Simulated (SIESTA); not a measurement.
The system is CaO.

```
CELL_PARAMETERS angstrom
0.00000 2.40356 2.40356
2.40356 0.00000 2.40356
2.40356 2.40356 0.00000
ATOMIC_POSITIONS crystal
Ca 0.00000 0.00000 0.00000
O 0.50000 0.50000 0.50000
```

The cell is a database's computed one.

```yaml
Program: SIESTA 5.4.2
Task: relaxation of cell and atoms
Functional: LDA
Potentials_or_basis: PseudoDojo 0.4 standard (LDA files)
Basis: DZP (energy shift 0.003 Ry; two zetas on semicore shells; d shell added on Ca)
Grid_cutoff: 800 Ry
Energy_shift: 0.003 Ry
k_mesh: 10 × 10 × 10
Occupations: fermi-dirac, width 0.05 eV
Spin: no spin polarisation
```

At the start: pressure -6.5 GPa; volume 13.89 Å³/atom.

Task: Where does the relaxation end?

Result: Over 4 steps the energy falls by 16.7 meV/atom and the volume is 13.13 Å³/atom (-5.5 %); space group Fm-3m (No. 225, to 0.05 Å).

Step by step:
```csv
step,energy change (eV),largest force (eV/Å),pressure (GPa),volume (Å³)
1,0.0000,0.0000,-6.52,27.77
2,-0.0124,0.0000,-5.34,27.44
3,-0.0329,0.0000,0.96,26.06
4,-0.0335,0.0000,0.00,26.25
```

Final structure:
```
Ca O
1.0
     0.00000    2.35894    2.35894
     2.35894    0.00000    2.35894
     2.35894    2.35894    0.00000
Ca O
1 1
Direct
  0.00000 0.00000 0.00000
  0.50000 0.50000 0.50000
```

Caveat: the basis of atomic orbitals isn't converged, which shifts pressures, moduli and gaps.
